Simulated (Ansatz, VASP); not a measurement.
**One calculation of Mo, two programs**

```
Mo
1.0
     1.50071    0.86643    4.14026
    -1.50071    0.86643    4.14026
     0.00000   -1.73287    4.14026
Mo
2
Direct
  0.25001 0.25001 0.25001
  0.74999 0.74999 0.74999
```

Alike in both runs: functional PBE; k mesh 6 × 6 × 6; occupations gaussian, width 0.1 eV; no spin polarisation.

Ansatz relaxed the structure, and its values are those at the end. VASP's run is a single point on that final structure, the one shown.

|  | VASP | Ansatz |
| --- | --- | --- |
| version | VASP 6.6.1 | Ansatz 0.2.0 |
| potentials or method | VASP PAW PBE potentials, release 64 (Mo_sv) | scalar-relativistic, plane waves, PAW |
| plane-wave cutoff (eV) | 520 | 420 |
| valence electrons in the cell | 28 | 28 |

```csv
,VASP,Ansatz,Ansatz less VASP
gap on the k mesh at the Fermi level (eV),none,none,-
pressure (GPa),0.6,0.1,-0.47
```

A gap of «none» marks a metal or a gap that the smearing closes.

Caveats: the k mesh is coarse (spacing up to 0.41 Å⁻¹), so the values aren't converged.
